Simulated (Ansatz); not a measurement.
**HfH2: enthalpy against pressure**

HfH2, I4/mmm, a = 3.465 Å, c = 4.307 Å. The structure is a COD entry; whether it is the stable form wasn't checked. Ansatz: r2SCAN, PAW, 500 eV, Γ-centred 16×16×16 mesh on 3 atoms, Gaussian smearing 0.10 eV; no spin polarisation. Cell and atoms are relaxed at each pressure, and no other structure is tried, so the rows at high pressure may lie past a change of phase. y is the enthalpy over the state at zero pressure; there V0 = 8.618 Å³/atom. The pressures are the targets, met within 0.04 GPa.

```tsv
P (GPa)	y (eV/atom)
-1.0	-0.0540
0.0	0.0000
1.0	0.0536
4.0	0.2125
12.0	?
25.0	1.2556
50.0	2.3826
90.0	4.0157
```

Problem. Fit y = c1 P + c2 P² + c3 P³ to the other rows, say what c1 and c2 mean, and predict the missing value.

Solution. Least squares on the rows shown. y = 0.053384 P − 0.00013638 P² + 4.3328×10⁻⁷ P³. Since dH/dP = V, c1 is V0: 0.053384 eV/GPa × 160.2 = 8.552 Å³ against 8.618; c2 = −V0/(2B0) gives B0 = 196 GPa, where a Birch–Murnaghan fit to the volumes of the same runs (not shown) gives 153 GPa: a cubic over this range folds the higher terms into c2. At P = 12.0 the fit asked for gives 0.6217 eV/atom. The run gave 0.6229 eV/atom, so the fit is 0.0012 eV/atom too low, 0.029 % of the span of the series, against an rms of 0.0006 eV/atom on the fitted rows. With a term in P⁴ added, a fit to the same known rows predicts 0.6231 eV/atom, so most of the miss is curvature that the known rows already hold.

The mesh isn't the same in all rows (16×16×16, 18×18×18). Spin–orbit coupling is left out, which can shift energies with elements as heavy as these.